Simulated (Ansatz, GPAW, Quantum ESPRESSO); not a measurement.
# SrCl2: valence-band photoemission, part 6 of 8

Wanted: projected DOS of SrCl2, weighted into photoemission and X-ray emission spectra, at several levels of theory.

Ansatz 0.2.0, Quantum ESPRESSO 7.5 and GPAW 26.7.0; DFT, PBEsol, plane-wave PAW, default files, scalar-relativistic (the session's first sound run).

So far. Step 2 (The base run): At this level the gap is 5.14 eV on the path. Step 5 (Quantum ESPRESSO: self-consistent run): At this level the gap is 5.14 eV on the k-mesh of the self-consistent run, which can miss the band edges.

### Step 8. Quantum ESPRESSO: bands

Level of this step: DFT, PBEsol, plane waves, ultrasoft GBRV pseudopotentials, scalar-relativistic (Quantum ESPRESSO).

The bands are solved at chosen points on the fixed potential.

bands.in

```
&control
  calculation = 'bands'
  prefix = 'pes'
  outdir = './tmp'
  pseudo_dir = './pp'
  verbosity = 'high'
/
&system
  ibrav = 0
  nat = 3
  ntyp = 2
  ecutwfc = 40.0
  ecutrho = 200.0
  occupations = 'smearing'
  nbnd = 22
  smearing = 'fd'
  degauss = 0.00147
/
&electrons
  conv_thr = 3e-09
  mixing_beta = 0.5
  electron_maxstep = 120
  diago_full_acc = .true.
/
ATOMIC_SPECIES
Sr 87.6200 sr_pbesol_v1.uspp.F.UPF
Cl 35.4500 cl_pbesol_v1.4.uspp.F.UPF
CELL_PARAMETERS angstrom
 0.000000000 3.488350000 3.488350000
 3.488350000 0.000000000 3.488350000
 3.488350000 3.488350000 0.000000000
ATOMIC_POSITIONS crystal
Sr 0.000000000 0.000000000 0.000000000
Cl 0.750000000 0.750000000 0.750000000
Cl 0.250000000 0.250000000 0.250000000
K_POINTS crystal
92
 0.00000000 0.00000000 0.00000000 1
 0.03333333 0.00000000 0.03333333 1
 0.06666667 0.00000000 0.06666667 1
 0.10000000 0.00000000 0.10000000 1
 0.13333333 0.00000000 0.13333333 1
 0.16666667 0.00000000 0.16666667 1
 ! [... 84 more points ...]
 0.50000000 0.01666667 0.51666667 1
 0.50000000 0.00000000 0.50000000 1
```

The run is started by

```
$ OMP_NUM_THREADS=1 mpirun -n 4 pw.x -nk 4 -in bands.in > bands.out
```

Log:

```text
[banner, memory and clock lines left out]
Program PWSCF v.7.5 starts

          URL

     Atomic positions and unit cell read from directory:
     ./tmp/pes.save/

     Message from routine setup:
     using ibrav=0 with symmetry is DISCOURAGED, use correct ibrav instead

     G-vector sticks info

     bravais-lattice index     =            0
     lattice parameter (alat)  =       9.3225  a.u.
     unit-cell volume          =     572.9105 (a.u.)^3
     number of atoms/cell      =            3
     number of atomic types    =            2
     number of electrons       =        24.00
     number of Kohn-Sham states=           22
     kinetic-energy cutoff     =      40.0000  Ry
     charge density cutoff     =     200.0000  Ry
     Exchange-correlation= SLA  PW   PSX  PSC
                           (   1   4  10   8   0   0   0)

     celldm(1)=   9.322533  celldm(2)=   0.000000  celldm(3)=   0.000000
     celldm(4)=   0.000000  celldm(5)=   0.000000  celldm(6)=   0.000000

     crystal axes: (cart. coord. in units of alat)
               a(1) = (   0.000000   0.707107   0.707107 )
               a(2) = (   0.707107   0.000000   0.707107 )
               a(3) = (   0.707107   0.707107   0.000000 )

     reciprocal axes: (cart. coord. in units 2 pi/alat)
               b(1) = ( -0.707107  0.707107  0.707107 )
               b(2) = (  0.707107 -0.707107  0.707107 )
               b(3) = (  0.707107  0.707107 -0.707107 )

     PseudoPot. # 1 for Sr read from file:
     ./pp/sr_pbesol_v1.uspp.F.UPF
     Pseudo is Ultrasoft + core correction, Zval = 10.0
     Generated by new atomic code, or converted to UPF format
     Using radial grid of  883 points,  6 beta functions with:
                l(1) =   0
                l(2) =   0
                l(3) =   1
                l(4) =   1
                l(5) =   2
                l(6) =   2
     Q(r) pseudized with  6 coefficients,  rinner =    1.400   1.400   1.400
                                                       1.400   1.400

     PseudoPot. # 2 for Cl read from file:
     ./pp/cl_pbesol_v1.4.uspp.F.UPF
     Pseudo is Ultrasoft + core correction, Zval =  7.0
     Generated by new atomic code, or converted to UPF format
     Using radial grid of  909 points,  6 beta functions with:
                l(1) =   0
                l(2) =   0
                l(3) =   1
                l(4) =   1
                l(5) =   2
                l(6) =   2
     Q(r) pseudized with  8 coefficients,  rinner =    1.300   1.300   1.300
                                                       1.300   1.300

     atomic species   valence    mass     pseudopotential
     Sr               10.00    87.62000     Sr( 1.00)
     Cl                7.00    35.45000     Cl( 1.00)

     48 Sym. Ops., with inversion, found

                                    s                        frac. trans.

      isym =  1     identity

 cryst.   s( 1) = (     1          0          0      )
                  (     0          1          0      )
                  (     0          0          1      )

 cart.    s( 1) = (  1.0000000 -0.0000000  0.0000000 )
                  ( -0.0000000  1.0000000  0.0000000 )
                  ( -0.0000000  0.0000000  1.0000000 )

      isym =  2     180 deg rotation - cart. axis [0,0,1]

 cryst.   s( 2) = (     0          1         -1      )
                  (     1          0         -1      )
                  (     0          0         -1      )

 cart.    s( 2) = ( -1.0000000  0.0000000  0.0000000 )
                  (  0.0000000 -1.0000000  0.0000000 )
                  (  0.0000000 -0.0000000  1.0000000 )

      isym =  3     180 deg rotation - cart. axis [0,1,0]

 cryst.   s( 3) = (     0         -1          1      )
                  (     0         -1          0      )
                  (     1         -1          0      )

 cart.    s( 3) = ( -1.0000000 -0.0000000 -0.0000000 )
                  (  0.0000000  1.0000000 -0.0000000 )
                  (  0.0000000  0.0000000 -1.0000000 )

      isym =  4     180 deg rotation - cart. axis [1,0,0]

 cryst.   s( 4) = (    -1          0          0      )
                  (    -1          0          1      )
                  (    -1          1          0      )

 cart.    s( 4) = (  1.0000000  0.0000000 -0.0000000 )
                  ( -0.0000000 -1.0000000 -0.0000000 )
                  ( -0.0000000 -0.0000000 -1.0000000 )

      isym =  5     180 deg rotation - cart. axis [1,1,0]

 cryst.   s( 5) = (    -1          0          1      )
[...]
cart.    s( 5) = ( -0.0000000  1.0000000 -0.0000000 )
[...]
isym =  6     180 deg rotation - cart. axis [1,-1,0]

 cryst.   s( 6) = (     0         -1          0      )
[...]
cart.    s( 6) = (  0.0000000 -1.0000000 -0.0000000 )
[...]
isym =  7      90 deg rotation - cart. axis [0,0,-1]

 cryst.   s( 7) = (     0          1          0      )
[...]
cart.    s( 7) = (  0.0000000  1.0000000  0.0000000 )
[...]
isym =  8      90 deg rotation - cart. axis [0,0,1]

 cryst.   s( 8) = (     1          0         -1      )
[...]
cart.    s( 8) = ( -0.0000000 -1.0000000  0.0000000 )
[...]
isym =  9     180 deg rotation - cart. axis [1,0,1]

 cryst.   s( 9) = (    -1          1          0      )
[...]
cart.    s( 9) = (  0.0000000  0.0000000  1.0000000 )
[...]
isym = 10     180 deg rotation - cart. axis [-1,0,1]

 cryst.   s(10) = (     0          0         -1      )
[...]
cart.    s(10) = ( -0.0000000  0.0000000 -1.0000000 )
[...]
isym = 11      90 deg rotation - cart. axis [0,1,0]

 cryst.   s(11) = (     0          0          1      )
[...]
cart.    s(11) = ( -0.0000000 -0.0000000  1.0000000 )
[...]
isym = 12      90 deg rotation - cart. axis [0,-1,0]

 cryst.   s(12) = (     1         -1          0      )
[...]
cart.    s(12) = (  0.0000000 -0.0000000 -1.0000000 )
[...]
isym = 13     180 deg rotation - cart. axis [0,1,1]

 cryst.   s(13) = (     1          0          0      )
[...]
cart.    s(13) = ( -1.0000000  0.0000000 -0.0000000 )
[...]
isym = 14     180 deg rotation - cart. axis [0,1,-1]

 cryst.   s(14) = (    -1          0          0      )
[...]
cart.    s(14) = ( -1.0000000 -0.0000000  0.0000000 )
[...]
isym = 15      90 deg rotation - cart. axis [-1,0,0]

 cryst.   s(15) = (     0         -1          1      )
[...]
The potential is recalculated from file :
     ./tmp/pes.save/charge-density

     negative rho (up, down):  9.444E-02 0.000E+00
     Starting wfcs are   21 randomized atomic wfcs +    1 random wfcs

     Band Structure Calculation
     Davidson diagonalization with overlap

     Computing kpt #:     1  of    23 on this pool

     Computing kpt #:     2  of    23 on this pool

     Computing kpt #:     3  of    23 on this pool

     Computing kpt #:     4  of    23 on this pool

     Computing kpt #:     5  of    23 on this pool

     Computing kpt #:     6  of    23 on this pool

     Computing kpt #:     7  of    23 on this pool

     Computing kpt #:     8  of    23 on this pool

     Computing kpt #:     9  of    23 on this pool

     Computing kpt #:    10  of    23 on this pool

     Computing kpt #:    11  of    23 on this pool

     Computing kpt #:    12  of    23 on this pool

     Computing kpt #:    13  of    23 on this pool

     Computing kpt #:    14  of    23 on this pool

     Computing kpt #:    15  of    23 on this pool

     Computing kpt #:    16  of    23 on this pool

     Computing kpt #:    17  of    23 on this pool

     Computing kpt #:    18  of    23 on this pool

     Computing kpt #:    19  of    23 on this pool

     Computing kpt #:    20  of    23 on this pool

     Computing kpt #:    21  of    23 on this pool

     Computing kpt #:    22  of    23 on this pool

     Computing kpt #:    23  of    23 on this pool

     ethr =  1.25E-11,  avg # of iterations = 59.3

     End of band structure calculation

          k = 0.0000 0.0000 0.0000 (  2445 PWs)   bands (ev):

   -29.6659 -11.6843 -11.6843 -11.6843 -10.2013  -9.3368   0.9288   0.9288
     0.9288   2.7467   2.7467   2.7467   8.2313   9.0704   9.0704  11.9010
    11.9010  11.9010  12.3810  12.3810  12.3810  16.5900

          k = 0.0000 0.0471-0.0000 (  2433 PWs)   bands (ev):

   -29.6659 -11.6901 -11.6847 -11.6847 -10.1913  -9.3404   0.9306   0.9306
     0.9476   2.7073   2.7475   2.7475   8.2674   9.0810   9.0860  11.8285
    11.8285  11.8741  12.3673  12.4713  12.4713  16.6420

          k = 0.0000 0.0943-0.0000 (  2449 PWs)   bands (ev):

   -29.6657 -11.7068 -11.6858 -11.6858 -10.1621  -9.3510   0.9361   0.9361
     1.0034   2.5944   2.7500   2.7500   8.3695   9.1126   9.1305  11.6873
    11.6873  11.8046  12.3255  12.6659  12.6659  16.5480

          k =-0.0000 0.1414 0.0000 (  2461 PWs)   bands (ev):

   -29.6655 -11.7327 -11.6877 -11.6877 -10.1159  -9.3681   0.9453   0.9453
     1.0950   2.4210   2.7534   2.7534   8.5210   9.1651   9.1956  11.5406
    11.5406  11.7217  12.2537  12.9017  12.9017  16.3485

          k =-0.0000 0.1886 0.0000 (  2469 PWs)   bands (ev):

   -29.6652 -11.7653 -11.6901 -11.6901 -10.0558  -9.3907   0.9583   0.9583
     1.2202   2.2041   2.7568   2.7568   8.7001   9.2379   9.2681  11.4063
    11.4063  11.6630  12.1491  13.1612  13.1612  16.0904

          k = 0.0000 0.2357-0.0000 (  2473 PWs)   bands (ev):

   -29.6649 -11.8022 -11.6930 -11.6930  -9.9852  -9.4178   0.9749   0.9749
     1.3757   1.9606   2.7592   2.7592   8.8797   9.3306   9.3378  11.2903
    11.2903  11.6637  12.0092  13.4380  13.4380  15.7890

          k =-0.0000 0.2828 0.0000 (  2449 PWs)   bands (ev):

   -29.6644 -11.8409 -11.6964 -11.6964  -9.9078  -9.4480   0.9951   0.9951
     1.5574   1.7053   2.7594   2.7594   9.0106   9.4284   9.4421  11.1950
    11.1950  11.7435  11.8327  13.7288  13.7288  15.4585

          k =-0.0000 0.3300 0.0000 (  2453 PWs)   bands (ev):

   -29.6640 -11.8794 -11.6999 -11.6999  -9.8271  -9.4798   1.0184   1.0184
     1.4502   1.7603   2.7568   2.7568   9.0349   9.5711   9.5934  11.1210
    11.1210  11.6209  11.8972  14.0296  14.0296  15.1112

          k = 0.0000 0.3771-0.0000 (  2453 PWs)   bands (ev):

[...]
11.0681  11.3792  12.0998  14.3348  14.3348  14.7580

          k = 0.0000 0.4243-0.0000 (  2449 PWs)   bands (ev):

[...]
11.0345  11.1173  12.3198  14.4087  14.6333  14.6333

          k = 0.0000 0.4714-0.0000 (  2453 PWs)   bands (ev):

[...]
11.0175  11.0175  12.5283  14.0729  14.9022  14.9022

          k =-0.0000 0.5185 0.0000 (  2442 PWs)   bands (ev):

[...]
11.0134  11.0134  12.7010  13.7610  15.0978  15.0978

          k =-0.0000 0.5657 0.0000 (  2446 PWs)   bands (ev):

[...]
11.0176  11.0176  12.8187  13.4860  14.9813  15.1780

          k =-0.0000 0.6128 0.0000 (  2454 PWs)   bands (ev):

[...]
11.0253  11.2545  12.8704  13.2646  14.7132  15.1702

          k = 0.0000 0.6600-0.0000 (  2458 PWs)   bands (ev):

[...]
11.0320  11.4621  12.8673  13.1177  14.5414  15.1400

          k = 0.0000 0.7071 0.0000 (  2450 PWs)   bands (ev):

[...]
11.0346  11.5433  12.8551  13.0658  14.4831  15.1264

          k = 0.0118 0.7071 0.0118 (  2450 PWs)   bands (ev):

[...]
k = 0.0236 0.7071 0.0236 (  2452 PWs)   bands (ev):

[...]
k = 0.0354 0.7071 0.0354 (  2452 PWs)   bands (ev):

[...]
k = 0.0471 0.7071 0.0471 (  2452 PWs)   bands (ev):

[...]
k = 0.0589 0.7071 0.0589 (  2448 PWs)   bands (ev):

[...]
k = 0.0707 0.7071 0.0707 (  2438 PWs)   bands (ev):

[...]
k = 0.0825 0.7071 0.0825 (  2436 PWs)   bands (ev):

[...]
k = 0.0943 0.7071 0.0943 (  2440 PWs)   bands (ev):

[...]
k = 0.1061 0.7071 0.1061 (  2444 PWs)   bands (ev):

[...]
k = 0.1179 0.7071 0.1179 (  2436 PWs)   bands (ev):

[...]
k = 0.1296 0.7071 0.1296 (  2438 PWs)   bands (ev):

[...]
k = 0.1414 0.7071 0.1414 (  2446 PWs)   bands (ev):

[...]
k = 0.1532 0.7071 0.1532 (  2440 PWs)   bands (ev):

[...]
k = 0.1650 0.7071 0.1650 (  2436 PWs)   bands (ev):

[...]
k = 0.4596 0.4596-0.0000 (  2440 PWs)   bands (ev):

[...]
k = 0.4243 0.4243-0.0000 (  2451 PWs)   bands (ev):

[...]
k = 0.2121 0.2121-0.0000 (  2453 PWs)   bands (ev):

[...]
k = 0.1061 0.1061-0.0000 (  2469 PWs)   bands (ev):

[...]
11.6072  11.6287  11.6287  14.1536  14.1536  15.7463

          k = 0.3064 0.3064 0.3064 (  2455 PWs)   bands (ev):

[...]
11.5887  11.6437  11.6437  14.3224  14.3224  15.6676

          k = 0.3300 0.3300 0.3300 (  2458 PWs)   bands (ev):

[...]
11.6550  11.6550  11.6613  14.4375  14.4375  15.6182

          k = 0.3536 0.3536 0.3536 (  2452 PWs)   bands (ev):

[...]
11.6592  11.6592  11.6926  14.4787  14.4787  15.6014

          k = 0.3536 0.3771 0.3300 (  2458 PWs)   bands (ev):

[...]
1.5355   1.7796   2.0253   2.0490   9.6942   9.7175  10.5201  10.7907
    11.6522  11.6610  11.6942  14.4722  14.4929  15.5833

          k = 0.3536 0.4007 0.3064 (  2448 PWs)   bands (ev):

   -29.6626 -11.9833 -11.7085 -11.6994  -9.7826  -9.4012   1.3901   1.4456
     1.5228   1.8517   2.0366   2.1130   9.6468   9.7340  10.5109  10.8334
    11.6314  11.6714  11.6994  14.4527  14.5340  15.5297

          k = 0.3536 0.4243 0.2828 (  2452 PWs)   bands (ev):

   -29.6625 -11.9791 -11.7200 -11.7001  -9.7669  -9.4074   1.3114   1.3579
     1.5361   1.9121   2.0745   2.1938   9.5814   9.7601  10.4960  10.8772
    11.5980  11.7046  11.7095  14.4205  14.5975  15.4440

          k = 0.3536 0.4478 0.2593 (  2444 PWs)   bands (ev):

   -29.6624 -11.9734 -11.7351 -11.7011  -9.7462  -9.4158   1.2346   1.2597
     1.5576   1.9365   2.1533   2.2790   9.5091   9.7934  10.4762  10.8965
    11.5538  11.7263  11.7775  14.3772  14.6756  15.3337

          k = 0.3536 0.4714 0.2357 (  2438 PWs)   bands (ev):

   -29.6623 -11.9663 -11.7529 -11.7024  -9.7216  -9.4259   1.1595   1.1629
[... further rows ...]
```

Wall time 22 s (4 MPI ranks of Arm Neoverse V2, shared host).

This step gave:

```
gap on the path              : 5.144 eV
least direct gap on the path : 5.367 eV
valence top on path          : -2.00e-4 eV
```

The electronic bands at the labelled points (eV, zero at the valence-band maximum; v1 is the highest filled band, c1 the lowest empty one):

| point | v4 | v3 | v2 | v1 | c1 | c2 | c3 |
| --- | --- | --- | --- | --- | --- | --- | --- |
| Γ | -2.16 | -0.34 | -0.34 | -0.34 | 5.14 | 5.98 | 5.98 |
| 0.47 of the way | -1.64 | -1.33 | -0.33 | -0.33 | 5.95 | 6.48 | 6.51 |
| X | -1.91 | -0.41 | -0.41 | 0.00 | 5.37 | 6.94 | 7.55 |
| 0.53 of the way | -1.86 | -0.50 | -0.44 | -0.03 | 5.53 | 6.96 | 7.45 |
| U | -1.75 | -0.72 | -0.54 | -0.11 | 5.83 | 7.03 | 7.25 |
| jump to K | -1.75 | -0.72 | -0.54 | -0.11 | 5.83 | 7.03 | 7.25 |
| 0.47 of the way | -1.43 | -1.39 | -1.05 | -0.30 | 6.24 | 6.60 | 6.66 |
| Γ | -2.16 | -0.34 | -0.34 | -0.34 | 5.14 | 5.98 | 5.98 |
| 0.53 of the way | -1.75 | -1.00 | -0.69 | -0.69 | 6.38 | 6.42 | 6.42 |
| L | -1.53 | -1.34 | -1.06 | -1.06 | 6.62 | 6.62 | 7.44 |
| 0.53 of the way | -1.40 | -1.18 | -0.51 | -0.51 | 6.19 | 6.84 | 7.29 |
| W | -1.23 | -1.23 | -0.32 | -0.10 | 6.11 | 6.91 | 7.12 |
| 0.53 of the way | -1.74 | -0.64 | -0.37 | -0.04 | 5.62 | 6.97 | 7.37 |
| X | -1.91 | -0.41 | -0.41 | 0.00 | 5.37 | 6.94 | 7.55 |

The electronic bands as a text plot (rows in eV):

```
    7.3 |        +++++++++++++                  +++++++++++  ++++
    6.9 |      +++ +++++++++++++               +    +++++++++++++
    6.5 |     ++                +++        +++++++++++
    6.0 |+++++++          +++++++++++++++++++         +++++++
    5.6 |  +++  ++++   +++         ++     +                  +++
    5.2 |++         +++              +++++                      +
    4.7 |
    4.3 |
    3.9 |
    3.5 |
    3.0 |
    2.6 |
    2.2 |
    1.7 |
    1.3 |
    0.9 |
    0.4 |
    0.0 |          *********                             ********
   -0.4 |****************** *****************        ************
   -0.9 |  **   **       ****** ****      ************     ***
   -1.3 |    ***            ******           ***************
   -1.7 |   ****   *****************       **********       *****
   -2.2 |**********         *****************        ***********
   -2.6 |         **********                            *********
         Γ           X  U|K            Γ         L        W     X
```

The path shows an indirect gap of 5.14 eV (valence top at X, conduction bottom at Γ). The least direct gap is 5.37 eV.

(Part 6 of 8 ends here.)

[Logs are printed without paths, hosts, clocks, repeated set-up lines and the standing remarks that a program may print on its own settings, such as how far it seeks lower states.]

[Hosts, paths, dates, database ids (printed as entryN), source tags and the programs' standing remarks are cut or masked in the printed files.]

[Maps of the electrostatic potential energy from Ansatz leave out the sawtooth potential of an applied field or a dipole correction, so their vacuum need not be flat; work functions include it.]

[Peak lists hold at most the 14 tallest peaks of each spectrum; further lines can be left out.]
